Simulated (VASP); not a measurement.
A run of VASP 6.6.1:

File INCAR:

```
PREC = Accurate
ENCUT = 520
EDIFF = 1E-7
ISMEAR = 0
SIGMA = 0.1
LREAL = False
LASPH = True
NELM = 80
ALGO = Fast
ISIF = 3
LWAVE = False
LCHARG = False
GGA = PS
IBRION = 2
NSW = 80
EDIFFG = -0.002
PSTRESS = 750.0
```

KPOINTS

```
regular mesh
0
Gamma
  10 10 10
```

The input POSCAR:

```
Hf                                      
1.0
   -1.5380061004      1.5380061004      1.5380061004
    1.5380061004     -1.5380061004      1.5380061004
    1.5380061004      1.5380061004     -1.5380061004
  Hf            
     1
Direct
     0.0000000000000000    0.0000000000000000    0.0000000000000000
```

Potentials or basis: VASP PAW PBE potentials, release 64 (Hf_pv).

Command:

```console
$ cat potpaw_PBE.64/Hf_pv/POTCAR > POTCAR
$ mpirun -np 1 vasp_std > vasp.out
```

Hardware: 1 thread of Intel(R) Xeon(R) Platinum 8488C (Sapphire Rapids) (shared host).

Q: How long does it take, and how much memory?

A: Wall time 8.5 s on 1 thread of Intel(R) Xeon(R) Platinum 8488C (Sapphire Rapids), on a shared host, peak memory 0.12 GiB. Counts: scf iterations 17, k points 47, ion steps 1.
